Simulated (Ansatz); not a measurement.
# TaN: how much relativity matters

Aim: hold the cell of TaN and change the physics step by step: no relativity; spin-orbit coupling on; point nuclei; inner shells corrected to Dirac's equation.

Computed with Ansatz 0.2.0 (DFT, at the level named in each step, unless a step's input says otherwise).

### 1 Starting point

It takes space group P-6m2 (No. 187, hexagonal). Conventional cell: a = 2.938 Å, b = 2.938 Å, c = 2.883 Å, α = 90.00°, β = 90.00°, γ = 120.00°. Around Ta (site symmetry -6m2) lie 6 N at 2.23 Å. Around N (site symmetry -6m2) lie 6 Ta at 2.23 Å.

As a file:

```cif
data_structure
_symmetry_space_group_name_H-M 'P-6m2'
_symmetry_Int_Tables_number 187
_cell_length_a 2.9380
_cell_length_b 2.9380
_cell_length_c 2.8830
_cell_angle_alpha 90.000
_cell_angle_beta 90.000
_cell_angle_gamma 120.000
_cell_volume 21.55
loop_
_atom_site_label
_atom_site_type_symbol
_atom_site_symmetry_multiplicity
_atom_site_Wyckoff_symbol
_atom_site_fract_x
_atom_site_fract_y
_atom_site_fract_z
_atom_site_occupancy
Ta1 Ta 1 b 0.00000 0.00000 0.50000 1
N1 N 1 e 0.66667 0.33333 0.00000 1
```

The file gives the conventional cell by its symmetry; the runs use the cell typed in the input.

The geometry is a database entry used as it stands. It may stem from high pressure or temperature, or be incomplete, so it serves as a test cell.

Atoms are numbered in the order of the input: Ta1, N2.

### 2 No relativity, LAPW

Contents of input.yaml:

```yaml
crystal:
  lattice:
    - [2.9379988584, 0.0, 0.0]
    - [-1.4689994292, 2.5443816477, 0.0]
    - [0.0, 0.0, 2.883]
  atoms:
    - { symbol: Ta, position: [0.3333333333, 0.6666666667, 0.5] }
    - { symbol: "N", position: [0.0, 0.0, 0.0] }
kpoints:
  mp_grid: { grid: [12, 12, 10] }
  band_path:
    path:
      - [0.0, 0.0, 0.0]
      - [0.5, 0.0, 0.0]
      - [0.3333333333, 0.3333333333, 0.0]
      - [0.0, 0.0, 0.0]
      - [0.0, 0.0, 0.5]
      - [0.5, 0.0, 0.5]
      - [0.3333333333, 0.3333333333, 0.5]
      - [0.0, 0.0, 0.5]
      - [0.5, 0.0, 0.5]
    npoints: 5
scf:
  occupations: { method: fermi_dirac, width: 0.02 }
hamiltonian:
  xc: pbe
  pseudopotentials:
    kind: all_electron
    lapw: { basis_error: 0.0005 }
    relativity: none
output:
  forces: true
  stress: true
  eigenvalues: true
```

Launch:

```bash
$ ansatz run input.yaml --threads 1 --pin off --max-ram 2048MiB --backend cpu --events-out ev --progress --plain --runs-dir out
```

### 3 Spin-orbit coupling on, LAPW

input.yaml, as its differences from that of step 2:

```diff
@@ -26,6 +26,3 @@
   xc: pbe
-  pseudopotentials:
-    kind: all_electron
-    lapw: { basis_error: 0.0005 }
-    relativity: none
+  pseudopotentials: { kind: all_electron, lapw: { basis_error: 0.0005 } }
 output:
@@ -34 +31,4 @@
   eigenvalues: true
+magnetization:
+  noncollinear: true
+  spin_orbit: true
```

### 4 Spin-orbit coupling on, PAW

input.yaml, as its differences from that of step 3:

```diff
@@ -26,3 +26,3 @@
   xc: pbe
-  pseudopotentials: { kind: all_electron, lapw: { basis_error: 0.0005 } }
+  pseudopotentials: { kind: paw_fr }
 output:
@@ -31,2 +31,3 @@
   eigenvalues: true
+  efg: { contact_densities: true }
 magnetization:
```

### 5 Point nuclei, LAPW

Contents of input.yaml:

```yaml
crystal:
  lattice:
    - [2.9379988584, 0.0, 0.0]
    - [-1.4689994292, 2.5443816477, 0.0]
    - [0.0, 0.0, 2.883]
  atoms:
    - { symbol: Ta, position: [0.3333333333, 0.6666666667, 0.5] }
    - { symbol: "N", position: [0.0, 0.0, 0.0] }
kpoints:
  mp_grid: { grid: [12, 12, 10] }
scf:
  occupations: { method: fermi_dirac, width: 0.02 }
hamiltonian:
  xc: pbe
  pseudopotentials:
    kind: all_electron
    lapw: { basis_error: 0.0005 }
    nuclear_model: point
output:
  forces: true
  stress: true
  eigenvalues: true
```

### 6 Point nuclei, crystal datasets

input.yaml, as its differences from that of step 5:

```diff
@@ -14,6 +14,3 @@
   xc: pbe
-  pseudopotentials:
-    kind: all_electron
-    lapw: { basis_error: 0.0005 }
-    nuclear_model: point
+  pseudopotentials: { kind: all_electron, datasets: crystal, nuclear_model: point }
 output:
@@ -22 +19,2 @@
   eigenvalues: true
+  efg: { contact_densities: true }
```

### 7 Inner shells corrected to Dirac's equation, LAPW

input.yaml, as its differences from that of step 6:

```diff
@@ -14,3 +14,6 @@
   xc: pbe
-  pseudopotentials: { kind: all_electron, datasets: crystal, nuclear_model: point }
+  pseudopotentials:
+    kind: all_electron
+    lapw: { basis_error: 0.0005 }
+    dirac_shells: { Ta: ["4p", "4d"] }
 output:
@@ -19,2 +22 @@
   eigenvalues: true
-  efg: { contact_densities: true }
```

(Steps that only read results are left out.)

Before running it: what results should come out? Wanted: pressure, no relativity, LAPW; pressure, spin-orbit coupling on, LAPW; pressure, point nuclei, LAPW; pressure, inner shells corrected to Dirac's equation, LAPW.

**Answer**, as computed:

| quantity | value |
| --- | --- |
| pressure, no relativity, LAPW | 20.49 GPa |
| pressure, spin-orbit coupling on, LAPW | 4.50 GPa |
| pressure, point nuclei, LAPW | 4.84 GPa |
| pressure, inner shells corrected to Dirac's equation, LAPW | 4.94 GPa |

Going from no relativity to the scalar-relativistic run with point nuclei moves the pressure by -15.65 GPa; the heaviest element has Z = 73. From that run, spin-orbit coupling moves the pressure by -0.33 GPa. With spin-orbit coupling, PAW lies -0.19 GPa from LAPW in pressure.
